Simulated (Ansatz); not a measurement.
Input for Ansatz (plane-wave DFT, PAW):

```yaml
crystal:
  lattice:
    - [3.520594038, 0.0, 0.0]
    - [-1.760297019, 3.0489238733, 0.0]
    - [0.0, 0.0, 4.2381206964]
  atoms:
    - { symbol: Mg, position: [0.6666666667, 0.3333333333, 0.75] }
    - { symbol: Mg, position: [0.3333333333, 0.6666666667, 0.25] }
    - { symbol: O, position: [0.6666666667, 0.3333333333, 0.25] }
    - { symbol: O, position: [0.3333333333, 0.6666666667, 0.75] }
basis:
  ecutwfc: 420
kpoints:
  mp_grid: { grid: [9, 9, 6] }
hamiltonian:
  xc: pbe
scf:
  occupations: { method: gaussian, width: 0.02 }
  n_extra_bands: 16
output:
  forces: false
  stress: false
  eigenvalues: true
  optics: { e_range: [0, 14], sigma: 0.1, nscf_kmesh: { grid: [14, 14, 9] } }
checkpoint:
  read: start.run
  write: ck
  compress: false
  write_wavefunctions: false
  write_every: 100000
```

Launched with
```bash
ansatz run input.yaml --threads 1 --pin off --max-ram 2560MiB --backend cpu --events-out ev --progress --plain --runs-dir out
```

Computed with Ansatz 0.2.0, DFT PBE, scalar-relativistic, plane waves, PAW.

From the run's log, abridged:

```
Warning: checkpoint.read: basis.xc_grid differs: saved 2, current 1 (points along each axis for each point of the dense box; ...
scf.n_extra_bands = 16 over 16 filled bands (N_el = 32.0): the run solves 32 bands
Pseudopotentials: kind: paw
Pseudopotential: Mg, paw, valence charge 10, recommended cutoff 420 eV (normal)
Pseudopotential: O, paw, valence charge 6, recommended cutoff 420 eV (normal)
Functional definition: PBE
Crystal: 4 atoms, lattice volume = 45.492 Å³
Basis set: ecut = 420 eV, 909 PW (Γ)
Bands: 32, of which v1, the nominal top of the filled ones, is band 16 counted from 1 (15 counted from 0)
Symmetry: 24 space group operations
Space group: P63/mmc (ITA 194), of the structure as read, at distance tolerance 3.6e-5 Å
k-points: 48 of 486
Initial density: read from a saved state, or passed on in memory by an earlier SCF of this step, an earlier step, the calling program or the single point that the run made first
Initial wavefunctions: pseudopotential atomic-orbital guess
Functional: x = pbe(κ = 0.804, μ = 0.21951497), c = pbe(β = 0.06672455)
SCF iter   1: F=—  HF=-4988.138769 eV  |F-HF|=—  |Δ(HF+E_count)|=         —  Δρ=1.82e-5  dr2=3.51e-8  ethr=3.02e-8  ⟨swp⟩=4.2  Hψ=12028  notcnv=0
SCF iter   2: F=—  HF=-4988.138769 eV  |F-HF|=—  |Δ(HF+E_count)|=   2.23e-8  Δρ=8.84e-6  dr2=8.00e-9  ethr=1.10e-10  ⟨swp⟩=2.2  Hψ=2264  notcnv=0
SCF iter   3: F=—  HF=-4988.138769 eV  |F-HF|=—  |Δ(HF+E_count)|=   2.46e-8  Δρ=3.10e-6  dr2=1.78e-9  ethr=2.50e-11  ⟨swp⟩=2.8  Hψ=2277  notcnv=0
SCF iter   4: F=—  HF=-4988.138769 eV  |F-HF|=—  |Δ(HF+E_count)|=   1.94e-9  Δρ=8.80e-7  dr2=1.48e-10  ethr=5.57e-12  ⟨swp⟩=2.0  Hψ=1825  notcnv=0
SCF iter   5: F=-4988.138769 eV  HF=-4988.138769 eV  |F-HF|=1.55e-11  |Δ(HF+E_count)|=  3.65e-10  Δρ=1.24e-7  dr2=7.09e-12  ethr=1.00e-12  ⟨swp⟩=2.0  Hψ=3899  notcnv=0
SCF 1 converged in 5 iterations: F = -4988.138769 eV  dr2 = 7.09e-12
SCF converged after 5 iterations
Free energy (F): -4988.138769 eV
Harris-Foulkes:  -4988.138769 eV  (|F-HF|=1.55e-11)
Internal energy: -4988.138769 eV  (E = F + TS)
E sigma→0 (E₀):  -4988.138769 eV
Fermi energy:    7.500130 eV
--- Per-component energies (eV) ---
  E_band       = -657.792807
  E_kinetic    = 508.680588
  E_local      = -3684.116973  (includes V_loc(G=0)·N_el)
  E_nonlocal   = 285.739384
  E_hartree    = 1312.594201
  E_xc         = -209.329725
  E_vxc        = -268.098003  (∫ρ·V_xc dr)
  E_paw        = -900.101466  (= ΣΔE_a)
  E_vpaw       = -125.191140  (= ΣTr[D̂ρ^β])
  E_aug_tail   = 0.004996  (compensation charges beyond the density's cutoff)
  E_ewald      = -2301.609775
  E_smearing   =  0.000000  (= −TS)
--- Band table (eV; the first three rows and the last of 48) ---
  k-point 0: bands = ["-66.5200", "-66.5096", "-33.3030", "-33.2858", "-33.2858", "-33.2622", "-33.2622", "-33.2369", "-10.9260", "-9.6231", "2.3518", "4.1997", "4.1997", "5.0898", "5.0898", "5.8610", "9.1393", "15.0800", "17.8129", "18.2328", "18.2328", "21.2171", "21.2171", "21.3115", "21.3115", "21.9487", "24.6281", "24.6281", "26.7848", "29.5335", "29.5335", "29.7991"]
  k-point 1: bands = ["-66.5193", "-66.5103", "-33.2991", "-33.2842", "-33.2842", "-33.2637", "-33.2637", "-33.2419", "-10.8372", "-9.7069", "2.4693", "4.2555", "4.2555", "5.0262", "5.0262", "5.3604", "9.6873", "14.5965", "18.1464", "18.1464", "18.3122", "20.5369", "20.5369", "21.8641", "21.8641", "22.1550", "25.1527", "25.1527", "27.0329", "28.0816", "29.9192", "29.9192"]
  k-point 2: bands = ["-66.5174", "-66.5122", "-33.2880", "-33.2798", "-33.2798", "-33.2680", "-33.2680", "-33.2549", "-10.5946", "-9.9399", "2.8441", "4.4039", "4.4100", "4.4100", "4.8548", "4.8548", "10.8316", "13.4806", "18.1743", "18.1743", "19.4344", "19.4344", "19.6075", "22.3637", "23.1269", "23.1269", "25.3390", "25.3390", "26.0838", "26.7894", "31.0991", "31.5003"]
  k-point 47: bands = ["-66.5141", "-66.5141", "-33.3109", "-33.3109", "-33.2814", "-33.2814", "-33.2457", "-33.2457", "-9.9467", "-9.9467", "2.3786", "2.3786", "3.4825", "3.4825", "5.4955", "5.4955", "13.9140", "13.9140", "16.4503", "16.4503", "18.5560", "18.5560", "23.1338", "23.1338", "23.7677", "23.7677", "26.9820", "26.9820", "28.8814", "28.8814", "31.3674", "31.3674"]
```

The calculation finished and met its thresholds.

It took 67 s on 1 thread of Intel(R) Xeon(R) Platinum 8375C CPU @ 2.90GHz (Ice Lake) (shared host), peak memory 1.1 GiB.

The run starts from the saved density of an earlier one, so iterations and time are fewer than from atoms.